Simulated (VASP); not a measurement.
# Nb (Fm-3m) in VASP: notebook

One crystal, Nb, is run at these levels: revPBE; tasks: relaxation of cell and atoms, single point.

Everything below comes from runs of VASP 6.6.1. Logs are shortened: lines on timing, memory, paths and dates and some standing lists are left out, and cuts for length are marked.

## 1. The structure

The structure is cubic, space group Fm-3m (No. 225). The conventional cell has a = 4.158 Å, b = 4.158 Å, c = 4.158 Å, α = 90.00°, β = 90.00°, γ = 90.00°. Nb (site symmetry m-3m) has 12 Nb at 2.94 Å as nearest neighbours.

The cell was built by a generator and needn't be a form met in nature.

## 2. Relaxation of cell and atoms, revPBE

Contents of INCAR:

```
ALGO = Fast
EDIFF = 1E-6
EDIFFG = -0.01
ENCUT = 600
GGA = RE
IBRION = 2
ISIF = 3
ISMEAR = -1
LASPH = T
LCHARG = F
LREAL = F
LWAVE = F
NELM = 80
NSW = 80
PREC = Accurate
SIGMA = 0.1
```

Contents of KPOINTS:

```
k-points
0
Gamma
  13 13 13
```

Contents of POSCAR:

```
Nb
1.0
    0.0000000000      2.0791217165      2.0791217165
    2.0791217165      0.0000000000      2.0791217165
    2.0791217165      2.0791217165      0.0000000000
Nb
1
Direct
    0.0000000000      0.0000000000      0.0000000000
```

Potentials or basis: VASP PAW PBE potentials, release 64 (Nb_sv).

Started as:

```
$ cat potpaw_PBE.64/Nb_sv/POTCAR > POTCAR
$ mpirun -np 1 vasp_std > vasp.out
```

OUTCAR:

```text
EDIFF = 1E-6
   EDIFFG = -0.01
   ENCUT = 600
   GGA = RE
   IBRION = 2
   ISIF = 3
   ISMEAR = -1
   LASPH = T
   LREAL = F
   NELM = 80
   NSW = 80
   PREC = Accurate

 ion  position               nearest neighbor table
   1  0.000  0.000  0.000-

  LATTYP: Found a face centered cubic cell.
 ALAT       =     4.1582434330

  Lattice vectors:

 A1 = (   0.0000000000,   2.0791217165,   2.0791217165)
 A2 = (   2.0791217165,   0.0000000000,   2.0791217165)
 A3 = (   2.0791217165,   2.0791217165,   0.0000000000)

Analysis of symmetry for initial positions (statically):
=====================================================================
 Subroutine PRICEL returns:
 Original cell was already a primitive cell.

 Routine SETGRP: Setting up the symmetry group for a
 face centered cubic supercell.

 Subroutine GETGRP returns: Found 48 space group operations
 (whereof 48 operations were pure point group operations)
 out of a pool of 48 trial point group operations.

The static configuration has the point symmetry O_h .

Analysis of symmetry for dynamics (positions and initial velocities):
=====================================================================
 Subroutine PRICEL returns:
 Original cell was already a primitive cell.

 Routine SETGRP: Setting up the symmetry group for a
 face centered cubic supercell.

 Subroutine GETGRP returns: Found 48 space group operations
 (whereof 48 operations were pure point group operations)
 out of a pool of 48 trial point group operations.

The dynamic configuration has the point symmetry O_h .

 Subroutine INISYM returns: Found 48 space group operations
 (whereof 48 operations are pure point group operations),
 and found     1 'primitive' translations

----------------------------------------------------------------------------------------

                                     Primitive cell

  volume of cell :      17.9750

  direct lattice vectors                    reciprocal lattice vectors
     0.000000000  2.079121716  2.079121716    -0.240486161  0.240486161  0.240486161
     2.079121716  0.000000000  2.079121716     0.240486161 -0.240486161  0.240486161
     2.079121716  2.079121716  0.000000000     0.240486161  0.240486161 -0.240486161

  length of vectors
     2.940322129  2.940322129  2.940322129     0.416534249  0.416534249  0.416534249

  position of ions in fractional coordinates (direct lattice)
     0.000000000  0.000000000  0.000000000

  ion indices of the primitive-cell ions
   primitive index   ion index
                 1           1

[... 83 lines left out ...]
   NUPDOWN=      -1.0000    fix difference up-down
   EMIN   =  10.00;   EMAX   =-10.00  energy-range for DOS
   EFERMI =   0.00;   METHOD = LEGACY
   ISMEAR =    -1;   SIGMA  =   0.10  broadening in eV -4-tet -1-fermi 0-gaus
   EFERMI_NEDOS =   21; number of points for ismear=-14 and -15
   IALGO  =     68    algorithm
   IMIX   =      4    mixing-type and parameters
     AMIX     =   0.40;   BMIX     =  1.00
     AMIX_MAG =   1.60;   BMIX_MAG =  1.00
  volume/ion in A,a.u.               =      17.98       121.30
  Fermi-wavevector in a.u.,A,eV,Ry     =   1.469488  2.776930 29.380351  2.159395
  Thomas-Fermi vector in A             =   2.584859
   LORBIT       =      0    0 simple, 1 ext, 2 COOP (PROOUT), +10 PAW based schemes
   GGA     = RE    functional components
   LHFCALC =     F    Hartree Fock is set to
   AEXX    =    0.0000 exact exchange contribution
   IVDW    =     0    specifies the selected vdW correction
   LEPSILON=     F    determine dielectric tensor
   LRPA    =     F    only Hartree local field effects (RPA)
 conjugate gradient relaxation of ions
 non-spin polarized calculation
 RMM-DIIS sequential band-by-band and
  energy-cutoff  :      600.00
  volume of cell :       17.98
 maximum number of plane-waves:       610
   NGX = 11   NGY = 11   NGZ = 11

--------------------------------------- Ionic step        1  -------------------------------------------

 number of electron      13.0000000 magnetization

 Free energy of the ion-electron system (eV)
  ---------------------------------------------------
  ext. energy  EPLUGINS =         0.00000000
  ---------------------------------------------------
  free energy    TOTEN  =        -9.48894867 eV

  energy without entropy =       -9.43881694  energy(sigma->0) =       -9.46388280

------------------------ aborting loop because EDIFF is reached ----------------------------------------

  FORCE on cell =-STRESS in cart. coord.  units (eV):
  Direction    XX          YY          ZZ          XY          YZ          ZX
  --------------------------------------------------------------------------------------
  -------------------------------------------------------------------------------------
  Total        1.0913766      1.0913766      1.0913766      0.0000000      0.0000000      0.0000000
  in kB       97.2781901     97.2781901     97.2781901      0.0000000      0.0000000      0.0000000
  external PRESSURE =      97.2781901 kB  Pullay stress =       0.0000000 kB
[... 22 lines left out ...]
--------------------------------------- Ionic step        2  -------------------------------------------

 number of electron      13.0000001 magnetization

 E-fermi :   9.5569     XC(G=0): -11.6873

 val. band max:        9.5418494923   @ k =   0.3846   0.2308   0.0000
 cond. band min:       9.5669880339   @ k =  -0.2308   0.1538   0.0000
 fundamental gap:      0.0251385417
 Fermi energy:         9.5569494272

 k-point     1 :       0.0000    0.0000    0.0000
  band No.  band energies     occupation
      1     -45.4128      2.00000
      2     -20.9706      2.00000
      3     -20.9706      2.00000
      4     -20.9706      2.00000
      5       3.6337      2.00000
      6       9.7114      0.35173
      7       9.7114      0.35173
      8       9.7114      0.35173
      9      11.9323      0.00000
     10      11.9323      0.00000
[... 368 lines left out ...]
--------------------------------------- Ionic step        4  -------------------------------------------

 number of electron      13.0000001 magnetization

 Free energy of the ion-electron system (eV)
  ---------------------------------------------------
  ext. energy  EPLUGINS =         0.00000000
  ---------------------------------------------------
  free energy    TOTEN  =        -9.51843503 eV

  energy without entropy =       -9.46759039  energy(sigma->0) =       -9.49301271

 E-fermi :  10.8547     XC(G=0): -12.1846

 val. band max:       10.8536762500   @ k =   0.3846   0.2308   0.0000
 cond. band min:      10.8712528188   @ k =   0.4615   0.3077   0.0769
 fundamental gap:      0.0175765688
 Fermi energy:        10.8547104551

 k-point     1 :       0.0000    0.0000    0.0000
  band No.  band energies     occupation
      1     -43.9631      2.00000
      2     -19.3730      2.00000
      3     -19.3730      2.00000
      4     -19.3730      2.00000
      5       4.6701      2.00000
      6      10.9745      0.46385
      7      10.9745      0.46384
      8      10.9745      0.46384
      9      13.5294      0.00000
     10      13.5294      0.00000
[... 327 lines left out ...]
  FREE ENERGIE OF THE ION-ELECTRON SYSTEM (eV)
  ---------------------------------------------------
  free  energy   TOTEN  =        -9.5184350254 eV

  energy  without entropy=       -9.4675903926  energy(sigma->0) =       -9.49301271

 reached required accuracy - stopping structural energy minimisation
```

It took 3.4 min on 1 thread of AMD EPYC 7R43 (Zen 3), shared host; peak memory 0.12 GiB.

Results:

* Free energy: -9.5184 eV
* Relaxed volume: 18.99 Å³/atom
* Relaxed cell: a = 2.994 Å, b = 2.994 Å, c = 2.994 Å, α = 60.00°, β = 60.00°, γ = 60.00°
* Space group after relaxing (to 0.05 Å): Fm-3m (No. 225)
* Energy gained by relaxing: 29.5 meV/atom
* Ionic steps: 4
* Pressure after relaxing: 0.0 GPa
* Band gap on the k mesh: none (metal or under the smearing width)

Step by step:
| step | energy change (eV) | largest force (eV/Å) | pressure (GPa) | volume (Å³) |
| --- | --- | --- | --- | --- |
| 1 | 0.0000 | 0.0000 | 9.73 | 17.98 |
| 2 | 0.0580 | 0.0000 | -13.08 | 20.97 |
| 3 | -0.0295 | 0.0000 | -0.30 | 19.02 |
| 4 | -0.0295 | 0.0000 | 0.00 | 18.99 |

Final structure:
```
Nb
1.0
     0.00000    2.11742    2.11742
     2.11742    0.00000    2.11742
     2.11742    2.11742    0.00000
Nb
1
Direct
  0.00000 0.00000 0.00000
```

Caveat: the PAW data sets were made with another functional, which shifts forces and pressure a little.

[end of part 1 of 2]
